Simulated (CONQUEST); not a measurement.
This CONQUEST 1.3 run on HfH2 needs a look.

Conquest_input

```
IO.Title HfH2
IO.Coordinates coords.dat
IO.FractionalAtomicCoords T
IO.Iprint 2
IO.Iprint_init 1
General.NumberOfSpecies 2
General.PseudopotentialType siesta
AtomMove.TypeOfRun static
AtomMove.FullStress T
Grid.GridCutoff 100
DM.SolutionMethod diagon
Diag.MPMesh T
Diag.GammaCentred T
Diag.MPMeshX 4
Diag.MPMeshY 4
Diag.MPMeshZ 3
Diag.kT 0.00183747
minE.SCTolerance 1e-6
Diag.SmearingType 1
Diag.MPOrder 1
SC.MaxIters 50
IO.AtomChargeOutput T
%block ChemicalSpeciesLabel
1 178.490 Hf
2 1.010 H
%endblock
```

File coords.dat:

```
    6.5724674614     0.0000000000     0.0000000000
    0.0000000000     6.5724674614     0.0000000000
    0.0000000000     0.0000000000     8.2410956295
6
  0.0000000000   0.0000000000   0.0000000000 1 T T T
  0.5000000000   0.5000000000   0.5000000000 1 T T T
  0.0000000000   0.5000000000   0.7500000000 2 T T T
  0.5000000000   0.0000000000   0.2500000000 2 T T T
  0.0000000000   0.5000000000   0.2500000000 2 T T T
  0.5000000000   0.0000000000   0.7500000000 2 T T T
```

Potentials or basis: PseudoDojo NC PBEsol, DZP, grid cutoff 100 Ha.

The run is started by

```sh
$ Conquest
```

Output:

```text
________________________________________________________________________

                                    CONQUEST

                Concurrent Order N QUantum Electronic STructure
    ________________________________________________________________________

     Conquest lead developers:
      D.R.Bowler (UCL, NIMS), T.Miyazaki (NIMS), A.Nakata (NIMS),
      L. Truflandier (U. Bordeaux)

     Developers:
      M.Arita (NIMS), J.S.Baker (UCL), V.Brazdova (UCL), R.Choudhury (UCL),
      S.Y.Mujahed (UCL), J.T.Poulton (UCL), Z.Raza (NIMS), A.Sena (UCL),
      U.Terranova (UCL), L.Tong (UCL), A.Torralba (NIMS)

     Early development:
      I.J.Bush (STFC), C.M.Goringe (Keele), E.H.Hernandez (Keele)

     Original inspiration and project oversight:
      M.J.Gillan (Keele, UCL)
    ________________________________________________________________________

          Reading ion files

          symbol = Hf
          label = Hf
          z =     72.00000
          zval_int, zval =     12.00000
          mass =      178.490000000000
          self_energy =      0.00000000000000
          lmax_basis, n_orbnl =    2   7
          lmax_projs, n_pjnl =    3   8
          XC functional code =  -116133
  Error in process    1
  Error: ion file pseudopotential type incompatible with input file          3         1

MPI_ABORT
```

Problem. How did it end, and where is the flaw?

Solution. The input was rejected before any iteration. The input holds a flaw that was put in on purpose: wrong pseudopotential type (General.PseudopotentialType = siesta).
